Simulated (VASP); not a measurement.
# Ho: equation of state with PBE

The system is Ho.

```
Ho
1.0
    -1.99052    1.99052    1.99052
     1.99052   -1.99052    1.99052
     1.99052    1.99052   -1.99052
Ho
1
Direct
  0.00000 0.00000 0.00000
```

This isn't the form of Ho at room conditions, which is hcp.

```
Program                : VASP 6.6.1
Task                   : equation of state
Functional             : PBE
Potentials or basis    : VASP PAW PBE potentials, release 64 (Ho)
Cutoff                 : 520 eV
k mesh                 : 9 × 9 × 9
Occupations            : fermi-dirac, width 0.05 eV
Spin                   : collinear spin, ferromagnetic start
Starting moments       : [4.0] μB
Further INCAR settings : ALGO = Normal; EDIFF = 1e-07; NBANDS = 20
```

```yaml
Equilibrium_volume: "34.57 Å³/atom (rough: see the caveat)"
Bulk_modulus: 22 GPa (rough)
```

Energy against volume, from the lowest point:
```tsv
volume (Å³/atom)	energy (meV/atom)
29.654	61.04
30.285	44.00
30.916	30.03
31.547	18.92
32.178	10.38
32.809	4.12
33.440	0.00
```

All runs of the series together: 13 min on 1 thread of Intel(R) Xeon(R) Platinum 8488C (Sapphire Rapids), on a shared host.

Caveat: the magnetic or orbital state may not be the lowest; the minimum lies outside the volumes run. The state reached can hang on the start; a lower one may exist.
